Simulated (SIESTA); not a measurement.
AlN under changes of volume

One of the cells (10.417 Å³/atom); the others are scaled copies at fixed shape and fractional positions:

```
Al N
1.0
     0.00000    2.18399    2.18399
     2.18399    0.00000    2.18399
     2.18399    2.18399    0.00000
Al N
1 1
Direct
  0.00000 0.00000 0.00000
  0.25000 0.25000 0.25000
```

Measurements of this composition are mostly on another form, of space group No. 186.

```yaml
Program: SIESTA 5.4.2
Functional: PBEsol
Potentials_or_basis: PseudoDojo 0.4 standard (PBEsol files)
Basis: DZP (energy shift 0.002 Ry; radii capped at 9.5 bohr)
Grid_cutoff: 800 Ry
Energy_shift: 0.002 Ry
k_mesh: 10 × 10 × 10
Occupations: fermi-dirac, width 0.05 eV
Spin: no spin polarisation
```

| volume (Å³/atom) | energy over the lowest point (meV/atom) | pressure (GPa) | gap on the mesh (eV) |
| --- | --- | --- | --- |
| 9.792 | 40.41 | 17.6 | 3.14 |
| 10.001 | ? | ? | ? |
| 10.209 | 8.30 | 7.5 | 3.13 |
| 10.417 | 1.44 | 3.2 | 3.13 |
| 10.626 | 0.00 | -0.9 | 3.13 |
| 10.834 | 3.57 | -4.5 | 3.13 |
| 11.042 | 11.69 | -7.9 | 3.12 |

Question: What does the run at 10.001 Å³/atom give?

Answer: Energy over the lowest point 21.07 meV/atom; pressure 12.3 GPa; gap on the mesh 3.13 eV.

Worked out: A Birch-Murnaghan fit of order 3 (a polynomial in V^(-2/3)) to the other rows has its minimum at 10.58 Å³/atom with B0 = V·E''(V) = 199 GPa and B' = 3.4. It gives 21.08 meV/atom at 10.001 Å³/atom, against the run's 21.07, and -dE/dV = 12.3 GPa, against 12.3. A straight line through the other rows of the gap, of slope -0.128 eV per unit of ln V, gives 3.14 eV, against the run's 3.13.

Energies are extrapolated to zero smearing.

Caveats: the basis of atomic orbitals isn't converged, which shifts pressures, moduli and gaps.

A mesh can miss the band edges.
